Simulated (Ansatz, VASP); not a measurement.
Two plane-wave programs on B

```xyz
8
Lattice="3.7120 0.0000 0.0000 0.0000 3.7120 0.0000 0.0000 0.0000 3.7120" Properties=species:S:1:pos:R:3 pbc="T T T"
B     0.0000    0.0000    3.7120
B     1.8560    1.8560    1.8560
B     0.9280    0.0000    1.8560
B     2.7840    0.0000    1.8560
B     1.8560    0.9280    3.7120
B     1.8560    2.7840    3.7120
B     3.7120    1.8560    0.9280
B     3.7120    1.8560    2.7840
```

Alike in both runs: functional BLYP; k mesh 7 × 7 × 7; occupations fermi-dirac, width 0.1 eV; no spin polarisation.

Ansatz relaxed the structure, and its values are those at the end. VASP's run is a single point on that final structure, the one shown.

|  | VASP | Ansatz |
| --- | --- | --- |
| version | VASP 6.6.1 | Ansatz 0.2.0 |
| potentials or method | VASP PAW PBE potentials, release 64 (B) | plane waves (420 eV) with PAW, scalar-relativistic |
| plane-wave cutoff (eV) | 520 | 420 |
| valence electrons in the cell | 24 | 24 |

|  | VASP | Ansatz | Ansatz less VASP |
| --- | --- | --- | --- |
| pressure (GPa) | 0.0 | 0.0 | -0.02 |

Caveats: the PAW data sets were made with another functional, which shifts forces and pressure a little (VASP).
